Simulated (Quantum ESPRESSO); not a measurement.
Si:

```
Si
1.0
     4.12095    0.00000    0.00000
    -2.06047    3.56885    0.00000
     0.00000    0.00000    2.65479
Si
2
Direct
  0.33333 0.66667 0.50000
  0.66667 0.33333 0.50000
```

The cell was built by a generator and needn't be a form met in nature.

```yaml
Program: Quantum ESPRESSO 7.5
Task: Wannier functions
Functional: LDA
Potentials_or_basis: GBRV 1.5 LDA
Cutoff: 612 eV
Density_cutoff: 4898 eV
k_mesh: 8 × 8 × 10
Occupations: fermi-dirac, width 0.05 eV
Spin: no spin polarisation
Form_of_the_LDA_correlation: PZ81
Mixing_beta: 0.5
Most_SCF_iterations: 120
SCF_threshold: 4e-10 Ry
k_mesh_for_the_Wannier_functions: 5 × 5 × 6
```

Start: SCDM with an erfc weight, μ = 2.0 eV over the reference level, σ = 2.0 eV, one function for each orbital of the shells Si sp. The reference level is the Fermi level, or the middle of the gap.

Task: With SCDM with an erfc weight, how many functions result, how localised are they, and how well do they interpolate the bands?

Result: 8 functions with spreads from 2.55 to 5.65 Å², 35.0 Å² in all; they miss the direct bands by 146 meV (root mean square).

Wannier functions:
```
function  nearest atom  distance (Å)  spread (Å²)  on-site energy from the reference level (eV)
       1          1 Si          1.04         2.65                                         -2.86
       2          1 Si          0.72         2.55                                         -3.48
       3          1 Si          1.04         3.47                                         -1.51
       4          2 Si          0.67         4.62                                          0.05
       5          2 Si          0.56         5.65                                          2.14
       6          2 Si          1.06         5.34                                          1.33
       7          1 Si          0.57         5.15                                          0.70
       8          2 Si          0.50         5.51                                          1.33
```

Parts of the spread (Å²): invariant 20.22, diagonal 1.076, off-diagonal 13.66, total 34.96. Against the direct bands the interpolation misses by 146 meV (root mean square) and 878 meV at most, for states up to 1 eV over the reference level.
